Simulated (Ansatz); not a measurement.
Relaxing Ru

Method: DFT PBE, scalar-relativistic, plane waves, PAW in Ansatz 0.2.0. Cutoff 420 eV, Γ-centred k mesh, Gaussian smearing, no spin polarisation in the final step.

Ru was placed on the diamond structure type (Fd-3m, No. 227), at a guessed volume.

```xyz
2
Lattice="0.0000 2.4923 2.4923 2.4923 0.0000 2.4923 2.4923 2.4923 0.0000" Properties=species:S:1:pos:R:3 pbc="T T T"
Ru    2.4923    2.4923    2.4923
Ru    3.7385    3.7385    3.7385
```

Cell and atoms relax at zero pressure; the relaxation can't lower the symmetry of the start. After a coarse first stage the cell is made exact in the group found at 0.06 Å.

Energies count from the standard state of Ru at the same level.

Question: Which crystal results?

Answer: It keeps Fd-3m (No. 227). The result has the diamond structure. Conventional cell: a = 5.455 Å. Ru has 4 Ru at 2.36 Å.

Space group Fd-3m:1 (No. 227). a = 5.455 Å, b = 5.455 Å, c = 5.455 Å, α = 90.00°, β = 90.00°, γ = 90.00°
```
atom site symmetry x y z
  Ru    8a      -43m  0.5000  0.0000  0.5000
```

Question: What are its volume, energy, density and gap?

Answer: The volume per atom is 20.29 Å³ and the density is 8.27 g/cm³. The energy over the standard structure is 1.19 eV/atom and the gap on the 14×14×14 mesh is 0 eV (a metal).

The final run used a 14×14×14 mesh on its 2-atom cell and 0.10 eV smearing. For metals, differences of a few meV/atom aren't resolved. A structure relaxed within its symmetry needn't be a true minimum.